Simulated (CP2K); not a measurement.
Ta:

```
CELL_PARAMETERS angstrom
2.90037 0.00000 0.00000
-1.45019 2.51180 0.00000
0.00000 0.00000 5.16627
ATOMIC_POSITIONS crystal
Ta 0.33333 0.66667 0.25000
Ta 0.66667 0.33333 0.75000
```

This isn't the form of Ta at room conditions, which is bcc.

- Program: CP2K 2026.2
- Task: single point
- Functional: PBE
- Potentials or basis: POTENTIAL_UZH Ta GTH-PBE-q13; TZVP-MOLOPT-PBE-GTH basis
- Density cutoff: 6123 eV
- k mesh: 11 × 11 × 5
- Occupations: fermi-dirac, width 0.05 eV
- Spin: no spin polarisation

On this cell: pressure -2.0 GPa; largest force under 0.003 eV/Å; band gap on the k mesh none (metal or under the smearing width).

The same run follows on a disturbed copy (atoms moved at random, drawn with an rms of 0.05 Å):

```
CELL_PARAMETERS angstrom
2.90037 0.00000 0.00000
-1.45019 2.51180 0.00000
0.00000 0.00000 5.16627
ATOMIC_POSITIONS crystal
Ta 0.33032 0.67247 0.24286
Ta 0.66260 0.32497 0.75926
```

Problem. What does the disturbed cell give?

Solution. The energy (extrapolated to zero smearing) moves by +19.3 meV/atom; pressure -1.4 GPa; largest force 0.943 eV/Å; band gap on the k mesh none (metal or under the smearing width).

Forces on the atoms (eV/Å):
```
Ta  -0.023  0.041  0.942
Ta   0.023 -0.041 -0.942
```

Stress tensor (GPa, compression positive):
```
-2.45  0.32 -0.06
 0.32 -0.98  0.12
-0.06  0.12 -0.73
```

Caveats: the basis of atomic orbitals isn't converged, which shifts pressures, moduli and gaps.
